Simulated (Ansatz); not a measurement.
**Clamped-ion strain scan in Bi$_{2}$Se$_{3}$**

Computed with DFT PBEsol, scalar-relativistic, plane waves, PAW (Ansatz). Settings: plane waves to 420 eV, k-mesh 12×12×12 (Γ-centred), Gaussian smearing 0.03 eV. Spin–orbit coupling is left out, which matters for the heavy elements here. No spin polarisation. Energies are free energies at this smearing, counted from the undisturbed cell; pressure is positive in compression.

The starting cell (as given, not relaxed at this level; it stands at -0.3 GPa):

```yaml
crystal:
  lattice:
    - [2.07150, 1.19598, 9.54533]
    - [-2.07150, 1.19598, 9.54533]
    - [0.00000, -2.39196, 9.54533]
  atoms:
    - { symbol: Bi, position: [0.40080, 0.40080, 0.40080] }
    - { symbol: Bi, position: [0.59920, 0.59920, 0.59920] }
    - { symbol: Se, position: [0.00000, 0.00000, 0.00000] }
    - { symbol: Se, position: [0.21170, 0.21170, 0.21170] }
    - { symbol: Se, position: [0.78830, 0.78830, 0.78830] }
```

The cell is strained by ε times the Voigt pattern (1, 0, 0, 0, 0, 0) (xx, yy, zz, yz, xz, xy; engineering shear) with fractional coordinates fixed.

```
      ε  ΔE (meV/atom) stress summed along the pattern (GPa, tension positive) pressure (GPa) gap on the mesh (eV)
-0.0600           35.5                                                    -7.46               ?                     ?
-0.0300            7.4                                                    -3.23             1.8                  0.12
 0.0000            0.0                                                     0.33            -0.3                  0.13
 0.0450           20.5                                                     4.61            -2.8                  0.05
```

Problem. Give the withheld values.

Solution. pressure (GPa) at ε = -0.0600: 4.3; gap on the mesh (eV) at ε = -0.0600: 0.03.